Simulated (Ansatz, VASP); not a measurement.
# One calculation of InAs, two programs

```xyz
2
Lattice="0.0000 3.0180 3.0180 3.0180 0.0000 3.0180 3.0180 3.0180 0.0000" Properties=species:S:1:pos:R:3 pbc="T T T"
In    0.0000    0.0000    0.0000
As    4.5270    4.5270    4.5270
```

Alike in both runs: task relaxation of cell and atoms; functional PBE; k mesh 6 × 6 × 6; occupations fermi-dirac, width 0.05 eV; spin-orbit coupling, no magnetisation.

|  | VASP | Ansatz |
| --- | --- | --- |
| version | VASP 6.6.1 | Ansatz 0.2.0 |
| potentials or method | VASP PAW PBE potentials, release 64 (In_d, As) | Ansatz PAW |
| plane-wave cutoff (eV) | 600 | 420 |
| valence electrons in the cell | 18 | 28 |

```tsv
	VASP	Ansatz	Ansatz less VASP
gap on the k mesh at the Fermi level, each at its own relaxed structure (eV)	none	none	-
relaxed volume (Å³/atom)	29.64	29.60	-0.039
relaxed cell length with the largest relative difference (Å)	4.377	4.375	-0.0019
energy change over the relaxation (meV/atom)	-28	-26	+1.3
```

A gap of «none» marks a metal or a gap that the smearing closes. The two sets of potentials don't hold the same shells in valence.

Caveats: the plane-wave basis is chosen anew once the cell has moved, so the energies of steps on either side of that aren't comparable (Ansatz). PBE usually gives volumes a little too large and moduli too small. Zero-point motion and thermal expansion aren't in these numbers.
